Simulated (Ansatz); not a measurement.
# Ba on Mg(0001): change of the work function, part 3 of 3

Aim: the work function of Mg(0001) at several coverages of Ba (fcc site), and the dipole that each adsorbate carries.

Ansatz 0.2.0; plane-wave DFT, PBE, Ansatz PAW.

So far, work function, upper face (eV): step 2 (the clean slab) 3.79; step 3 (37 atoms, coverage 0.111 ML, cell 3x3) 2.03.

### Step 4. Adsorbate added, k-mesh 6×6×1, coverage 0.25 ML

System of this step: Ba/Mg(0001). The cell holds 17 atoms: 16 Mg and 1 Ba. Its edges and angles: a = 6.420 Å, b = 6.420 Å, c = 29.012 Å, α = 90.0°, β = 90.0°, γ = 60.0°. Vacuum lies along c.

Another coverage, to see how the dipoles act on each other as their distance changes.

Contents of input.yaml:

```yaml
crystal:
  lattice:
    - [6.4199999999, 0.0, 0.0]
    - [3.21, 5.5598830922, 0.0]
    - [0.0, 0.0, 29.0122193269]
  atoms:
    - { symbol: Mg, position: [0.3333333333, 0.3333333333, 0.310214117] }
    - { symbol: Mg, position: [0.0, 0.0, 0.4000562614] }
    - { symbol: Mg, position: [0.3333333333, 0.3333333333, 0.4900741069] }
    - { symbol: Mg, position: [0.0, 0.0, 0.5807293333] }
    - { symbol: Mg, position: [0.3333333333, 0.8333333333, 0.310214117] }
    - { symbol: Mg, position: [0.0, 0.5, 0.4000562614] }
    - { symbol: Mg, position: [0.3333333333, 0.8333333333, 0.4900741069] }
    - { symbol: Mg, position: [0.0, 0.5, 0.5807293333] }
    - { symbol: Mg, position: [0.8333333333, 0.3333333333, 0.310214117] }
    - { symbol: Mg, position: [0.5, 0.0, 0.4000562614] }
    - { symbol: Mg, position: [0.8333333333, 0.3333333333, 0.4900741069] }
    - { symbol: Mg, position: [0.5, 0.0, 0.5807293333] }
    - { symbol: Mg, position: [0.8333333333, 0.8333333333, 0.310214117] }
    - { symbol: Mg, position: [0.5, 0.5, 0.4000562614] }
    - { symbol: Mg, position: [0.8333333333, 0.8333333333, 0.4900741069] }
    - { symbol: Mg, position: [0.5, 0.5, 0.5807293333] }
    - { symbol: Ba, position: [0.1666666667, 0.1666666667, 0.689785883] }
kpoints:
  mp_grid: { grid: [6, 6, 1] }
hamiltonian:
  xc: pbe
scf:
  occupations: { method: fermi_dirac, width: 0.1 }
  convergence: { dr2_threshold: 1.0e-08 }
efield:
  axis: 3
  dipole_correction: true
  ramp_position: 0.97
  ramp_width: 0.06
relax:
  f_tol: 0.02
  max_steps: 60
  constraints: [{ sites: [0, 1, 4, 5, 8, 9, 12, 13] }]
output:
  dos: { projected: true, e_range: [-8, 4] }
  write_potential: true
  write_density: true
  volumetric_format: npy
  elf: true
```

Run with:

```bash
$ ansatz run input.yaml --threads 4 --pin off --max-ram 16384MiB --backend cpu --events-out ev --progress --plain --runs-dir out
```

Numbers of over 12 decimals in the logs are rounded to 6 here.

The program printed:

```text
[...]
Crystal: 17 atoms, lattice volume = 1035.575 Å³
Basis set: ecut = 420 eV, 20269 PW (Γ), exchange–correlation on 90×90×400 points (8 copies of the dense FFT grid, shifted against one another)
Bands: 102, of which v1, the nominal top of the filled ones, is band 85 counted from 1 (84 counted from 0)
Symmetry: 6 space group operations
[...]
k-points: 7 of 36 (time reversal used)
[...]
SCF iter   1: F=—  HF=-36729.104645 eV  |F-HF|=—  |Δ(HF+E_count)|=         —  Δρ=6.93e-3  dr2=4.91e1  ethr=1.77e-3  p=0.636 e·Å  D=1.11e-1 V/Å  ΔV_dip=-3.22 eV  dr2_dipole=3.55e1  V_vac-E_F(+/−)=0.85/4.08 eV  ⟨swp⟩=14.6  Hψ=4050  notcnv=0
[...]
SCF iter  11: F=-36727.923197 eV  HF=-36727.923197 eV  |F-HF|=2.76e-10  |Δ(HF+E_count)|=   8.97e-9  Δρ=3.16e-7  dr2=1.53e-9  ethr=5.88e-12  p=0.256 e·Å  D=4.48e-2 V/Å  ΔV_dip=-1.30 eV  dr2_dipole=7.46e-11  V_vac-E_F(+/−)=2.43/3.73 eV  ⟨swp⟩=10.4  Hψ=4174  notcnv=0
SCF 1 converged in 11 iterations: F = -36727.923197 eV  dr2 = 1.53e-9
[...]
relax step   1: F+E_penalty+E_count = -36727.92319664 eV  Δ(F+E_penalty+E_count) = +0.000e0 eV  max|allowed force component| = 2.447e-1 eV/Å  Δτ_max = 0.0000 Å  (11 SCF iters, accepted)
[...]
SCF iter   8: F=-36727.966779 eV  HF=-36727.966779 eV  |F-HF|=1.40e-9  |Δ(HF+E_count)|=   2.00e-8  Δρ=2.88e-7  dr2=5.51e-9  ethr=5.88e-12  p=0.264 e·Å  D=4.62e-2 V/Å  ΔV_dip=-1.34 eV  dr2_dipole=1.41e-9  V_vac-E_F(+/−)=2.39/3.73 eV  ⟨swp⟩=7.9  Hψ=4172  notcnv=0
SCF 2 converged in 8 iterations: F = -36727.966779 eV  dr2 = 5.51e-9
relax step   2: F+E_penalty+E_count = -36727.96677935 eV  Δ(F+E_penalty+E_count) = -4.358e-2 eV  max|allowed force component| = 1.627e-1 eV/Å  Δτ_max = 0.1106 Å  (8 SCF iters, accepted)
SCF iter   1: F=—  HF=-36728.000163 eV  |F-HF|=—  |Δ(HF+E_count)|=         —  Δρ=1.02e-3  dr2=3.82e-2  ethr=4.46e-4  p=0.264 e·Å  D=4.62e-2 V/Å  ΔV_dip=-1.34 eV  dr2_dipole=8.86e-5  V_vac-E_F(+/−)=2.40/3.73 eV  ⟨swp⟩=6.7  Hψ=1759  notcnv=0
[...]
SCF iter   9: F=-36727.996952 eV  HF=-36727.996952 eV  |F-HF|=6.11e-10  |Δ(HF+E_count)|=   3.57e-9  Δρ=1.17e-7  dr2=7.24e-10  ethr=5.88e-12  p=0.280 e·Å  D=4.89e-2 V/Å  ΔV_dip=-1.42 eV  dr2_dipole=4.62e-10  V_vac-E_F(+/−)=2.30/3.72 eV  ⟨swp⟩=8.9  Hψ=3647  notcnv=0
SCF 3 converged in 9 iterations: F = -36727.996952 eV  dr2 = 7.24e-10
[...]
relax step   3: F+E_penalty+E_count = -36727.99695240 eV  Δ(F+E_penalty+E_count) = -3.017e-2 eV  max|allowed force component| = 4.131e-2 eV/Å  Δτ_max = 0.1939 Å  (9 SCF iters, accepted)
[...]
relax step   4: F+E_penalty+E_count = -36727.99825312 eV  Δ(F+E_penalty+E_count) = -1.301e-3 eV  max|allowed force component| = 2.295e-2 eV/Å  Δτ_max = 0.0484 Å  (7 SCF iters, accepted)
SCF iter   1: F=—  HF=-36727.998911 eV  |F-HF|=—  |Δ(HF+E_count)|=         —  Δρ=1.14e-4  dr2=2.66e-3  ethr=7.28e-6  p=0.282 e·Å  D=4.92e-2 V/Å  ΔV_dip=-1.43 eV  dr2_dipole=7.72e-4  V_vac-E_F(+/−)=2.30/3.72 eV  ⟨swp⟩=3.6  Hψ=1321  notcnv=0
[...]
SCF iter   7: F=-36727.998703 eV  HF=-36727.998703 eV  |F-HF|=1.46e-9  |Δ(HF+E_count)|=   8.00e-9  Δρ=2.95e-7  dr2=2.47e-9  ethr=5.88e-12  p=0.282 e·Å  D=4.93e-2 V/Å  ΔV_dip=-1.43 eV  dr2_dipole=1.06e-10  V_vac-E_F(+/−)=2.29/3.72 eV  ⟨swp⟩=9.6  Hψ=3801  notcnv=0
SCF 5 converged in 7 iterations: F = -36727.998703 eV  dr2 = 2.47e-9
[...]
relax step   5: F+E_penalty+E_count = -36727.99870265 eV  Δ(F+E_penalty+E_count) = -4.495e-4 eV  max|allowed force component| = 1.206e-2 eV/Å  Δτ_max = 0.0232 Å  (7 SCF iters, accepted)
[...]
SCF converged after 7 iterations
Free energy (F): -36727.998703 eV
[...]
Internal energy: -36727.659878 eV  (E = F + TS)
E sigma→0 (E₀):  -36727.829290 eV
Entropy (-TS):   -0.338825 eV (-19.931 meV/atom)
Fermi energy:    0.694867 eV
Dipole field:    D = 0.049298 V/Å  (p = 0.282132 e·Å, saw-weighted, corrected)
Work function:   Φ+ = 2.2937 eV   Φ− = 3.7240 eV
[...]
--- Forces (eV/Å), atoms counted from 1 ---
  atom   1  Mg    -0.00144785    -0.00083591    -0.01273765
  atom   2  Mg     0.01400803     0.00808754     0.00804283
  atom   3  Mg    -0.00136948    -0.00079067     0.00183205
  atom   4  Mg    -0.01044054    -0.00602785     0.00112017
  atom   5  Mg     0.00000000     0.00167183    -0.01273765
  atom   6  Mg    -0.00000000    -0.01617508     0.00804283
  atom   7  Mg     0.00000000     0.00158133     0.00183205
  atom   8  Mg     0.00000000     0.01205570     0.00112017
  atom   9  Mg     0.00144785    -0.00083591    -0.01273765
  atom  10  Mg    -0.01400803     0.00808754     0.00804283
  atom  11  Mg     0.00136948    -0.00079067     0.00183205
  atom  12  Mg     0.01044054    -0.00602785     0.00112017
  atom  13  Mg    -0.00000000    -0.00000000    -0.01442188
  atom  14  Mg    -0.00000000    -0.00000000     0.02028610
  atom  15  Mg     0.00000000     0.00000000     0.00184475
  atom  16  Mg    -0.00000000    -0.00000000    -0.00009480
  atom  17  Ba     0.00000000    -0.00000000    -0.00237084
  max |Σ_I F_I| component: 1.55e-5 eV/Å
--- Band table (eV; the first three rows and the last of 7) ---
  k-point 0: bands = [... 81 lower, -0.4306, -0.4202, -0.4202, -0.3115, 0.4161, 0.6722, 0.7007, 0.7007, ... 13 higher]
  k-point 1: bands = [... 81 lower, -0.2528, -0.0235, -0.0084, 0.3687, 0.5145, 0.6420, 0.6693, 0.9997, ... 13 higher]
  k-point 2: bands = [... 81 lower, -0.2109, -0.1300, 0.7130, 0.7421, 0.8578, 1.2078, 1.3272, 1.3352, ... 13 higher]
  k-point 6: bands = [... 81 lower, 0.3676, 0.3738, 0.8000, 0.8029, 0.8640, 0.9650, 1.0319, 1.0526, ... 13 higher]
--- Relaxed structure (5 steps of the walk, 5 accepted, 0 SCFs on fresh bases) ---
  F+E_penalty+E_count = -36727.99870265 eV   max|allowed force component| = 1.206e-2 eV/Å
  atoms:
    - { symbol: Mg, position: [0.333333, 0.333333, 0.310214] }
    - { symbol: Mg, position: [2.6667121670171398e-17, 2.6667121670171395e-17, 0.400056] }
    - { symbol: Mg, position: [0.335320, 0.335320, 0.489554] }
    - { symbol: Mg, position: [-0.00164762, -0.00164762, 0.576654] }
    - { symbol: Mg, position: [0.333333, 0.833333, 0.310214] }
    - { symbol: Mg, position: [1.1102230246251565e-16, 0.500000, 0.400056] }
    - { symbol: Mg, position: [0.335320, 0.829360, 0.489554] }
    - { symbol: Mg, position: [-0.00164762, 0.503295, 0.576654] }
    - { symbol: Mg, position: [0.833333, 0.333333, 0.310214] }
    - { symbol: Mg, position: [0.500000, 2.66671216701714e-17, 0.400056] }
    - { symbol: Mg, position: [0.829360, 0.335320, 0.489554] }
    - { symbol: Mg, position: [0.503295, -0.00164762, 0.576654] }
    - { symbol: Mg, position: [0.833333, 0.833333, 0.310214] }
    - { symbol: Mg, position: [0.500000, 0.500000, 0.400056] }
    - { symbol: Mg, position: [0.833333, 0.833333, 0.488130] }
    - { symbol: Mg, position: [0.500000, 0.500000, 0.592847] }
    - { symbol: Ba, position: [0.166667, 0.166667, 0.681181] }
```

Elapsed: 79 s, on 4 threads of Arm Neoverse V1, shared host; peak memory 2.6 GiB; 5.2 min of CPU time.

The steps of the relaxation:

```csv
step,energy less that of the first step (eV),largest force component (eV/Å)
1,0.0000,0.2447
2,-0.0436,0.1627
3,-0.0738,0.0413
4,-0.0751,0.0229
5,-0.0755,0.0121
```

Forces are held to the 6 operations that the run works with; a distortion that breaks them can't arise in this run.

The atoms that moved most (Å):

```csv
atom,dx,dy,dz,length
Mg16,0.000,0.000,0.352,0.352
Ba17,0.000,0.000,-0.250,0.250
Mg12,0.016,-0.009,-0.118,0.120
Mg8,0.000,0.018,-0.118,0.120
Mg4,-0.016,-0.009,-0.118,0.120
Mg15,0.000,0.000,-0.056,0.056
Mg7,0.000,-0.022,-0.015,0.027
Mg11,-0.019,0.011,-0.015,0.027
```

The relaxed structure:

```cif
data_structure
_symmetry_space_group_name_H-M 'P 1'
_symmetry_Int_Tables_number 1
_cell_length_a 6.4200
_cell_length_b 6.4200
_cell_length_c 29.0122
_cell_angle_alpha 90.000
_cell_angle_beta 90.000
_cell_angle_gamma 60.000
_cell_volume 1035.58
loop_
_atom_site_label
_atom_site_type_symbol
_atom_site_fract_x
_atom_site_fract_y
_atom_site_fract_z
_atom_site_occupancy
Mg1 Mg 0.33333 0.33333 0.31021 1
Mg2 Mg 0.00000 0.00000 0.40006 1
Mg3 Mg 0.33532 0.33532 0.48955 1
Mg4 Mg 0.99835 0.99835 0.57665 1
Mg5 Mg 0.33333 0.83333 0.31021 1
Mg6 Mg 0.00000 0.50000 0.40006 1
Mg7 Mg 0.33532 0.82936 0.48955 1
Mg8 Mg 0.99835 0.50330 0.57665 1
Mg9 Mg 0.83333 0.33333 0.31021 1
Mg10 Mg 0.50000 0.00000 0.40006 1
Mg11 Mg 0.82936 0.33532 0.48955 1
Mg12 Mg 0.50330 0.99835 0.57665 1
Mg13 Mg 0.83333 0.83333 0.31021 1
Mg14 Mg 0.50000 0.50000 0.40006 1
Mg15 Mg 0.83333 0.83333 0.48813 1
Mg16 Mg 0.50000 0.50000 0.59285 1
Ba17 Ba 0.16667 0.16667 0.68118 1
```

Numbers from this step:

- energy at zero smearing: -36727.8293 eV
- work function, upper face: 2.294 eV
- work function, lower face: 3.724 eV
- dipole along the normal: 0.2821 e·Å
- step between the vacuum levels: -1.430 eV

Running mean over 2.60652 Å of the planar mean; the ramp of the sawtooth is left out. Table of electron's electrostatic potential energy less the Fermi level by z:

```csv
z (Å),electron's electrostatic potential energy less the Fermi level (eV)
4,3.72
5,3.71
6,3.58
7,2.54
8,-2.13
9,-4.04
10,-4.04
11,-4.02
12,-4.03
13,-4.12
14,-4.03
15,-4.00
16,-3.76
17,-3.92
18,-2.32
19,-0.823
20,-1.26
21,-0.104
22,1.60
23,2.12
24,2.25
25,2.28
```

The density of states has structure finer than the step of the table below, so its rows give means over 0.5 eV, whole bins alone (the curve runs from -8 to 1.8 eV). Peaks (eV: height): -1.74: 18.9, -0.99: 36.3, -0.72: 27.1, -0.33: 19.2, 0.21: 19.1, 1.38: 18.1, 1.71: 30.5.

Density of states against energy, zero at the Fermi level; means over each step:

```csv
energy (eV),density of states (states/eV a cell)
-7.0,0
-6.5,0.855
-6.0,1.53
-5.5,3.20
-5.0,3.39
-4.5,3.29
-4.0,5.02
-3.5,3.73
-3.0,6.90
-2.5,4.68
-2.0,8.02
-1.5,6.25
-1.0,8.73
-0.5,8.65
0.0,10.5
0.5,10.0
1.0,12.5
1.5,15.5
```

Projected DOS per atom over height of the atomic layer and energy from the Fermi level. Layers: Mg4 Mg4 Mg4 Mg3 Mg Ba from below.

Values in states/eV, 22 rows by 6 columns, each cell a mean:
```
0.09 0.08 0.07 0.07 0.08 0.17
0.15 0.14 0.13 0.08 0.11 0.40
0.20 0.14 0.14 0.14 0.14 0.33
0.14 0.09 0.12 0.21 0.20 0.77
0.12 0.14 0.14 0.14 0.14 0.57
0.18 0.17 0.15 0.16 0.17 0.53
0.28 0.25 0.24 0.27 0.26 0.58
0.22 0.28 0.27 0.20 0.24 0.18
0.45 0.31 0.31 0.44 0.48 0.19
0.24 0.24 0.24 0.21 0.29 0.15
0.36 0.32 0.33 0.36 0.43 0.10
0.28 0.23 0.23 0.29 0.31 0.07
0.27 0.26 0.27 0.27 0.32 0.04
0.31 0.24 0.25 0.34 0.27 0.06
0.18 0.23 0.22 0.20 0.15 0.03
0.15 0.20 0.19 0.18 0.11 0.02
0.15 0.23 0.23 0.17 0.11 0.02
0.04 0.15 0.14 0.05 0.03 0.00
0.03 0.10 0.10 0.03 0.02 0.00
0.00 0.00 0.00 0.00 0.00 0.00
0.00 0.00 0.00 0.00 0.00 0.00
0.00 0.00 0.00 0.00 0.00 0.00
```
Columns: height of the atomic layer (Å) from 9 to 19.8 (not evenly spaced); rows upwards: energy from the Fermi level (eV) from -7.96 to 1.75.

ELF in the ca plane at fractional y = 0.000, with atoms of Mg within 0.2 Å of it. It is the smooth field of the valence electrons, not physical close to the nuclei.

Values, 9 rows by 16 columns, each cell a mean:
```
0.23 0.29 0.32 0.59 0.62 0.27 0.31 0.25 0.31 0.08 0.09 0.18 0.15 0.06 0.01 0.00
0.42 0.30 0.48 0.21 0.29 0.46 0.30 0.45 0.30 0.16 0.19 0.21 0.13 0.05 0.01 0.00
0.48 0.41 0.50 0.15 0.23 0.51 0.42 0.50 0.29 0.16 0.20 0.21 0.12 0.04 0.01 0.00
0.24 0.23 0.35 0.52 0.57 0.29 0.24 0.27 0.32 0.10 0.11 0.19 0.15 0.06 0.01 0.00
0.24 0.34 0.29 0.65 0.67 0.27 0.35 0.24 0.21 0.10 0.06 0.12 0.17 0.08 0.02 0.00
0.28 0.17 0.39 0.43 0.48 0.33 0.18 0.34 0.24 0.62 0.28 0.08 0.18 0.10 0.03 0.00
0.52 0.52 0.49 0.14 0.19 0.49 0.56 0.49 0.40 0.86 0.51 0.08 0.18 0.12 0.03 0.00
0.35 0.19 0.43 0.33 0.38 0.38 0.21 0.39 0.28 0.73 0.36 0.08 0.18 0.11 0.03 0.00
0.23 0.33 0.30 0.64 0.66 0.27 0.34 0.25 0.19 0.17 0.08 0.11 0.18 0.08 0.02 0.00
```
Columns run along c (16.0 Å, from fractional 0.36 to 0.91 of the cell), rows up along a (6.4 Å). Atoms in or near the plane, at fractional coordinates: Mg at (0.40, 0.00), Mg at (0.58, 0.00), Mg at (0.40, 0.50), Mg at (0.58, 0.50).

Valence density in the ca plane at fractional y = 0.000, with atoms of Mg within 0.2 Å of it. It is the smooth field of the valence electrons, not physical close to the nuclei.

Values in e/Å³, 9 rows by 16 columns, each cell a mean:
```
 0  6  0  0  0  0  6  0  0  0  0  0  0  0  0  0
 0  0  0  0  0  0  0  0  0  0  0  0  0  0  0  0
 0  0  0  0  0  0  0  0  0  0  0  0  0  0  0  0
 0  3  0  0  0  0  3  0  0  0  0  0  0  0  0  0
 1 13  0  0  0  1 13  0  0  0  0  0  0  0  0  0
 0  1  0  0  0  0  1  0  0  0  0  0  0  0  0  0
 0  0  0  0  0  0  0  0  0  1  0  0  0  0  0  0
 0  0  0  0  0  0  0  0  0  0  0  0  0  0  0  0
 1 11  0  0  0  1 10  0  0  0  0  0  0  0  0  0
```
Columns run along c (16.0 Å, from fractional 0.36 to 0.91 of the cell), rows up along a (6.4 Å). Atoms in or near the plane, at fractional coordinates: Mg at (0.40, 0.00), Mg at (0.58, 0.00), Mg at (0.40, 0.50), Mg at (0.58, 0.50).

Electrostatic potential energy in the ca plane at fractional y = 0.000, with atoms of Mg within 0.2 Å of it. With pseudopotentials it is smooth inside the atoms' cores, unlike the true potential.

Ten even steps from '0' (-48 eV) to '9' (4 eV), each cell a mean:
```
97200489999999972005899999999999999999999999
98645789999999986457899999999999999999999999
99888999988899998889999999999999999999999999
99999999988889999999999999999999999999999999
99999999988889999999999999999999999999999999
99888999988899998889999999999999999999999999
98645789999999986447899999999999999999999999
97200489999999972005899999999999999999999999
86100389999999861004899999999999999999999999
97412689999999974126899988889999999999999999
98777899999999988778999887778999999999999999
99999999988899999999999865568899999999999999
99999999988889999999999864457899999999999999
99999999988899999999999865568899999999999999
98777899999999988778999887778999999999999999
97412689999999974126899988889999999999999999
86100389999999861004899999999999999999999999
```
Columns run along c (16.0 Å, from fractional 0.36 to 0.91 of the cell; values clipped at the 3rd and 97th percentile), rows up along a (6.4 Å). Atoms in or near the plane, at fractional coordinates: Mg at (0.40, 0.00), Mg at (0.58, 0.00), Mg at (0.40, 0.50), Mg at (0.58, 0.50).

The relaxation took 5 steps and lowered the energy by 0.076 eV; the largest force on the free atoms ends at 0.012 eV/Å.

By hand: a sheet of dipoles makes a step −p/(ε₀A) in the electron's potential. With e/ε₀ = 180.95 V·Å, p = 0.2821 e·Å and A = 35.69 Å², that is −180.95 × (0.2821) / 35.69 = -1.430 eV, and the two vacuum levels of the run differ by -1.430 eV.

The covered face has 2.29 eV, -1.49 eV against the clean one; the bare back face has moved by -0.07 eV, a measure of how thin the slab is.

### Step 5. Work function against coverage

This step: plane-wave DFT, PBE, Ansatz PAW; work function against coverage (Ansatz 0.2.0).

The runs are now put side by side.

This step gave:

| Item | Value |
| --- | --- |
| work function of the clean face | 3.787 eV |
| largest change of the work function | -1.753 eV |

Work function of the covered face against coverage:

```csv
coverage (adsorbates/nm²),work function of the covered face (eV)
0.00,3.79
1.25,2.03
2.80,2.29
```

The dipole per adsorbate comes from the change of the cell's dipole. Coverage, by row:

```csv
coverage (1/nm²),coverage (ML),work function (eV),change (eV),"dipole per adsorbate, positive end outwards (debye)",mean height of the added atoms over the highest substrate atom (Å)
1.245,0.1111,2.035,-1.753,3.637,2.611
2.802,0.25,2.294,-1.494,1.351,2.563
```

### Step 6. Outcome

| Property | Result |
| --- | --- |
| work function of the clean face | 3.79 eV |
| work function at 0.11 ML | 2.03 eV |
| work function at 0.25 ML | 2.29 eV |
| dipole per adsorbate at 0.11 ML, positive end outwards | 3.64 D |

Ba lowers the work function of Mg(0001) at the lowest coverage, by 1.75 eV: the adsorbate layer has its positive end outwards. The slab has 4 layers, at the tabulated experimental lattice constant, one starting site was run, and quantum-size effects of a slab this thin can reach one or two tenths of an eV.

[Logs are printed without paths, hosts, clocks, repeated set-up lines and the standing remarks that a program may print on its own settings, such as how far it seeks lower states.]

[Hosts, paths, dates, database ids (printed as entryN), source tags and the programs' standing remarks are cut or masked in the printed files.]

[Maps of the electrostatic potential energy from Ansatz leave out the sawtooth potential of an applied field or a dipole correction, so their vacuum need not be flat; planar profiles and work functions include it.]

[The density of states shown here was stored with 400 of the rows of the run's finer table, so its peaks can read low, often by over a quarter, or be missed, and its means over a window can be off by a tenth or more.]
